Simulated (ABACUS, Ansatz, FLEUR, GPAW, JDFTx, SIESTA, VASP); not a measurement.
# CsPbCl3: 7 runs at one level of theory

```xyz
5
Lattice="5.6050 0.0000 0.0000 0.0000 5.6050 0.0000 0.0000 0.0000 5.6050" Properties=species:S:1:pos:R:3 pbc="T T T"
Pb    2.8025    2.8025    2.8025
Cs    0.0000    0.0000    0.0000
Cl    2.8025    0.0000    2.8025
Cl    0.0000    2.8025    2.8025
Cl    2.8025    2.8025    0.0000
```

Alike in all runs: task equation of state; functional PBEsol; k mesh 5 × 5 × 5; occupations fermi-dirac, width 0.05 eV; no spin polarisation; no spin-orbit coupling.

```tsv
program and potentials	plane-wave cutoff (eV)	notes	equilibrium volume (Å³/atom)	bulk modulus (GPa)
JDFTx, PseudoDojo-SR-PBEsol-0.4.1-standard with smoothed tails	789	-	35.46	24.9
FLEUR, all-electron, FLAPW	-	-	35.43	24.9
GPAW, PAW data sets generated for this functional	600	-	35.33	25.1
VASP, PBE PAW files Cl, Cs_sv, Pb_d, 520 eV	520	potentials made for PBE	35.44	24.9
SIESTA, files PseudoDojo sr-pbesol-0.4.1-standard, DZP (energy shift 0.003 Ry; two zetas on semicore shells; d shell added on Cs)	-	atomic basis	35.89	25.3
ABACUS, PseudoDojo NC SR 0.4.1 PBEsol standard, plane waves	857	-	35.45	24.9
Ansatz, all-electron LAPW, scalar-relativistic	-	-	35.42	24.9
```

The equilibrium volume spans 35.33 (GPAW, PAW data sets generated for this functional) to 35.89 Å³/atom (SIESTA, files PseudoDojo sr-pbesol-0.4.1-standard, DZP (energy shift 0.003 Ry; two zetas on semicore shells; d shell added on Cs)), with all-electron results at 35.42 to 35.43. The bulk modulus spans 24.9 (FLEUR, all-electron, FLAPW) to 25.3 GPa (SIESTA, files PseudoDojo sr-pbesol-0.4.1-standard, DZP (energy shift 0.003 Ry; two zetas on semicore shells; d shell added on Cs)), with all-electron results at 24.9. Rows in atomic bases carry the error of their basis and grid, which can be large.

The functional is the same throughout but for its coding, so the spread measures potentials, basis and numerics; runs on potential files found faulty are left out.
